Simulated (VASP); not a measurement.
Set up this calculation in VASP 6.6.1, as the native input.

* Task: work function
* Functional: PBE
* Dispersion: D3(BJ)
* Potentials or basis: VASP PAW PBE potentials, release 64 (Nb_sv)
* Cutoff: 520 eV
* k mesh: 12 × 12 × 1
* Occupations: methfessel-paxton, width 0.1 eV
* Spin: no spin polarisation
* Dipole correction: yes
* Further INCAR settings: ALGO = Normal; EDIFF = 1e-06

The structure of Nb lies in POSCAR:

```
Nb                                      
1.0
    2.8655568500      0.0000000000      0.0000000000
   -0.9551856200      2.7016728600      0.0000000000
    0.0000000000      0.0000000000     28.6800156200
  Nb            
     4
Selective dynamics
Direct
     0.0000000000000000    0.0000000000000000    0.3776302200000003   F   F   F
     0.5000000000000000    0.5000000000000000    0.4552438654604515   T   T   T
     0.0000000000000000    0.0000000000000000    0.5374623684156783   T   T   T
     0.5000000000000000    0.5000000000000000    0.6151120859071921   T   T   T
```

The cell was built by a generator and needn't be a form met in nature.

One way to write it, as run:

INCAR

```
SYSTEM = Nb
PREC = Accurate ; ENCUT = 520
EDIFF = 1E-6 ; ISMEAR = 1
SIGMA = 0.1 ; LREAL = .FALSE.
LASPH = .TRUE. ; NELM = 60
ALGO = Normal ; ISIF = 2
LWAVE = .FALSE. ; LCHARG = .TRUE.
LDIPOL = .TRUE. ; IDIPOL = 3
DIPOL = 0.5 0.5 0.500 ; GGA = PE
IVDW = 12 ; LELF = .TRUE.
LVHAR = .TRUE. ; LVACPOTAV = .TRUE.
```

KPOINTS

```
regular mesh
0
G
  12 12 1
  0 0 0
```

Potentials or basis: VASP PAW PBE potentials, release 64 (Nb_sv).

The run is started by

```sh
$ cat potpaw_PBE.64/Nb_sv/POTCAR > POTCAR
$ mpirun -np 1 vasp_std > vasp.out
```

It gave:

| Quantity | Value |
| --- | --- |
| Largest force | 0.185 eV/Å |
| Band gap on the k mesh | none (metal or under the smearing width) |
| Dispersion energy per atom | -0.548 eV |
| Work function of the upper face | 4.49 eV |
| Work function of the lower face | 4.49 eV |

Run time: 6.1 min on 1 thread of Intel(R) Xeon(R) 6975P-C (Granite Rapids) (shared host), peak memory 0.47 GiB.
